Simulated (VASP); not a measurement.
A run of VASP 6.6.1 is set up as follows.

INCAR

```
SYSTEM = As
PREC = Accurate
ENCUT = 520
EDIFF = 1E-7
ISMEAR = 0
SIGMA = 0.02
LREAL = .FALSE.
LASPH = .TRUE.
NELM = 80
ALGO = Normal
ISIF = 2
LWAVE = .FALSE.
LCHARG = .TRUE.
LDIPOL = .TRUE.
IDIPOL = 3
DIPOL = 0.5 0.5 0.500
GGA = PE
IVDW = 12
LELF = .TRUE.
LVHAR = .TRUE.
LVACPOTAV = .TRUE.
NBANDS = 12
```

The input KPOINTS:

```
Automatic mesh
0
G
  9 9 1
  0 0 0
```

POSCAR

```
As
1.0
    3.5716243214      0.0000000000      0.0000000000
   -1.7858121607      3.0931173951      0.0000000000
    0.0000000000      0.0000000000     28.5742413766
As
2
Direct
    0.3333333333      0.6666666667      0.4755450730
    0.6666666667      0.3333333333      0.5244549270
```

Potentials or basis: VASP PAW PBE potentials, release 64 (As).

Run with:

```console
$ cat potpaw_PBE.64/As/POTCAR > POTCAR
$ mpirun -np 1 vasp_std > vasp.out
```

(1) Estimate the band gap on the k mesh.

(2) Estimate the largest force.

Answers

(1) 1.55 eV, indirect (least direct gap 2.03 eV).

(2) 0.092 eV/Å.
